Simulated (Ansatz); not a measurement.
Runs of Ansatz 0.2.0 on C. The structure is hexagonal, space group P6_3/mmc (No. 194). The conventional cell has a = 2.522 Å, b = 2.522 Å, c = 8.237 Å, α = 90.00°, β = 90.00°, γ = 120.00°. C (site symmetry 3m) has 4 C at 1.54 Å as nearest neighbours. C (site symmetry 3m) has 4 C at 1.54 Å as nearest neighbours. This is a hexagonal form of diamond, not graphite.

| task | level | potentials or basis | cell | k mesh | cutoff (eV) | mesh quality | gap on the mesh (eV) | pressure (GPa) | V0 of scaled cells (Å³/atom) | relaxed volume (Å³/atom) | B0 (GPa) |
| --- | --- | --- | --- | --- | --- | --- | --- | --- | --- | --- | --- |
| relaxation of cell and atoms | PBEsol+D4 | Ansatz PAW | relaxed | 12 × 12 × 4 | 420 | not flagged | 4.45 | 0.0 | - | (a) | - |
| relaxation of cell and atoms | SVWN5 | Ansatz PAW | relaxed | 12 × 12 × 4 | 420 | not flagged | (b) | 0.0 | - | 5.51 | - |
| equation of state | BLYP+D4 | Ansatz PAW | as given | 12 × 12 × 4 | 420 | not flagged | - | - | 5.68 | - | 426 |
| equation of state | LDA | JTH PAW LDA | as given | 12 × 12 × 4 | 780 | not flagged | - | - | (c) | - | 469 |
| single point | PBE | Ansatz PAW | as given | 5 × 5 × 2 | 420 | coarse | 4.42 | 2.4 | - | - | - |

Alike in all rows: no spin polarisation; smearing fermi-dirac 0.05 eV.

Task: Fill in the values left out.

Result: (a) 5.58; (b) 4.59; (c) 5.50.

Caveats: some runs use coarse meshes; the plane-wave basis is chosen anew once the cell has moved, so the energies of steps on either side of that aren't comparable (some runs); the PAW data sets come from PBE, with cores solved anew for the run's functional, which leaves a small shift of forces and pressure (some runs); the cell was scaled at fixed shape and fractional positions, which overstates the stiffness of a crystal with free parameters, most of all of layers and chains (some runs); the potentials were made for another functional, which shifts forces and pressure (some runs); odd divisions of the mesh miss points on the zone boundary, where band edges often lie, so the gap on the mesh can be too wide (some runs).

A k mesh can miss the band edges.
